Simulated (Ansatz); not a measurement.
Ge:

```
CELL_PARAMETERS angstrom
-2.49590 2.65086 1.43695
2.49590 -2.65086 1.43695
2.49590 2.65086 -1.43695
ATOMIC_POSITIONS crystal
Ge 0.31406 0.06406 0.25000
Ge 0.68594 0.93594 0.75000
```

This isn't the form of Ge at room conditions, which is diamond.

Base run:

| Item | Value |
| --- | --- |
| Program | Ansatz 0.2.0 |
| Functional | PBE |
| Potentials or basis | all-electron LAPW, scalar-relativistic |
| Cutoff | 252 eV (chosen from the basis error) |
| Basis error allowed | 0.001 eV/atom |
| k mesh | 11 × 11 × 11 |
| Occupations | fermi-dirac, width 0.05 eV |
| Spin | no spin polarisation |

Its results: band gap on the k mesh none (metal or under the smearing width); pressure 1.2 GPa; largest force 0.057 eV/Å.

The run is repeated on the same cell with these changes: functional from PBE to PBEsol; potentials or basis from all-electron LAPW, scalar-relativistic to all-electron PAW datasets made for the crystal. What comes out?

Band gap on the k mesh none (metal or under the smearing width); pressure -2.5 GPa; largest force 0.059 eV/Å.

Caveats: the program warned that the printed levels may be off, so bands, gaps and densities of states are rough (some runs).

The runs don't all hold the same shells in valence.
